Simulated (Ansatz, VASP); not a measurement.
**Al: VASP beside Ansatz**

The input INCAR:

```
  PREC = Accurate
  ENCUT = 520
  EDIFF = 1E-7
  ISMEAR = 0
  SIGMA = 0.018000000000000002
  LREAL = False
  LASPH = True
  NELM = 80
  ALGO = Fast
  ISIF = 2
  LWAVE = False
  LCHARG = False
  GGA = PE
  NBANDS = 8
```

The input KPOINTS:

```
regular mesh
0
Gamma
  11 11 11
```

Contents of POSCAR:

```
Al
1.0
    0.0000000000      2.0248050000      2.0248050000
    2.0248050000      0.0000000000      2.0248050000
    2.0248050000      2.0248050000      0.0000000000
Al
1
Direct
    0.0000000000      0.0000000000      0.0000000000
```

File input.yaml:

```yaml
crystal:
  lattice:
    - [0.0, 2.024805, 2.024805]
    - [2.024805, 0.0, 2.024805]
    - [2.024805, 2.024805, 0.0]
  atoms:
    - { symbol: Al, position: [0.0, 0.0, 0.0] }
hamiltonian:
  xc: pbe
  pseudopotentials: { kind: paw }
kpoints:
  mp_grid: { grid: [11, 11, 11] }
scf:
  occupations: { method: gaussian, width: 0.018 }
output:
  forces: true
  stress: true
  eigenvalues: true
  write_density: true
  write_potential: true
  elf: true
  volumetric_format: npy
```

Alike in both runs: task single point; functional PBE; k mesh 11 × 11 × 11; occupations gaussian, width 0.018 eV; no spin polarisation.

```csv
,VASP,Ansatz
version,VASP 6.6.1,Ansatz 0.2.0
potentials or method,"VASP PAW PBE potentials, release 64 (Al)",Ansatz PAW
plane-wave cutoff (eV),520,420
valence electrons in the cell,3,3
```

```csv
,VASP,Ansatz,Ansatz less VASP
gap on the k mesh at the Fermi level (eV),none,none,-
pressure (GPa),-0.5,-0.5,+0.04
```

A gap of «none» marks a metal or a gap that the smearing closes. The functional is the same, so the differences come from potentials, cutoffs and numerics.
